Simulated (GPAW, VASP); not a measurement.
Given: the input of a run of VASP 6.6.1 on CuO. Measurements of this composition are mostly on another form, of space group No. 15.

Contents of INCAR:

```
ALGO = Normal
EDIFF = 1E-7
ENCUT = 520
ISIF = 2
ISMEAR = 0
ISPIN = 2
LASPH = True
LCHARG = True
LDAU = True
LDAUJ = 0 0
LDAUL = 2 -1
LDAUPRINT = 1
LDAUTYPE = 2
LDAUU = 4 0
LELF = True
LMAXMIX = 4
LMIXTAU = True
LORBIT = 11
LREAL = False
LVHAR = True
LWAVE = False
MAGMOM = 0.6 0
METAGGA = R2SCAN
NELM = 80
PREC = Accurate
SIGMA = 0.05
```

The input KPOINTS:

```
k-points
0
Gamma
  7 7 7
```

File POSCAR:

```
CuO
1.0
    2.5525506100      0.0000000000      0.0000000000
    0.0000000000      2.5525506100      0.0000000000
    0.0000000000      0.0000000000      2.5525506100
Cu O
1 1
Direct
    0.0000000000      0.0000000000      0.0000000000
    0.5000000000      0.5000000000      0.5000000000
```

Potentials or basis: VASP PAW PBE potentials, release 64 (Cu, O).

Launch:

```sh
$ cat potpaw_PBE.64/Cu/POTCAR potpaw_PBE.64/O/POTCAR > POTCAR
$ mpirun -np 1 vasp_std > vasp.out
```

Set up the same calculation for GPAW 26.7.0 (ASE script). Potentials or basis there: GPAW PAW data sets (gpaw-data 1.2.1), cutoff 800 eV.

As run (cutoffs and basis follow the program's own potentials, and thresholds, step limits or extra output files can differ):

The input run.py:

```python
from ase import Atoms
from ase.dft.bandgap import bandgap
from ase.io import write
from ase.units import GPa
from gpaw import GPAW, PW

atoms = Atoms(['Cu', 'O'],
              cell=[[2.55255061, 0.0, 0.0],
                    [0.0, 2.55255061, 0.0],
                    [0.0, 0.0, 2.55255061]],
              scaled_positions=[[0.0, 0.0, 0.0],
                                [0.5, 0.5, 0.5]],
              pbc=True)
atoms.set_initial_magnetic_moments([0.6, 0.0])

calc = GPAW(mode=PW(800),
            xc='MGGA_X_R2SCAN+MGGA_C_R2SCAN',
            kpts={'size': (7, 7, 7), 'gamma': True},
            occupations={'name': 'methfessel-paxton', 'order': 0, 'width': 0.05},
            setups={'Cu': ':d,4.0'},
            nbands=19,
            convergence={'density': 1e-05, 'energy': 1e-05},
            maxiter=150,
            txt='gpaw.txt')
atoms.calc = calc
energy = atoms.get_potential_energy()
forces = atoms.get_forces()
stress = atoms.get_stress()
calc.write('gs.gpw')
write('result.traj', atoms)
print(f'Energy: {energy:.6f} eV')
print('Forces (eV/A):')
print(forces.round(4))
print('Stress (GPa):', (stress / GPa).round(3))
print('Moments:', calc.get_magnetic_moments().round(3))
print('Fermi level:', round(calc.get_fermi_level(), 4), 'eV')
print(f'Gap: {bandgap(calc)[0]:.4f} eV, direct: {bandgap(calc, direct=True)[0]:.4f} eV')
```

Potentials or basis: GPAW PAW data sets (gpaw-data 1.2.1), pw.

Command:

```console
$ OMP_NUM_THREADS=1 python run.py
```

Both were run:

|  | VASP | GPAW |
| --- | --- | --- |
| Pressure | 10.9 GPa | 11.6 GPa |
| Net moment | 1.00 μB per cell | 0.00 μB per cell |

VASP's potentials were made for PBE. GPAW's potentials were made for PBE.

The magnetic state is the one that the start led to; the real crystal's order can differ.

The cell lies far from this level's equilibrium.

How U acts hangs on each program's projectors.

Pressure is positive in compression.
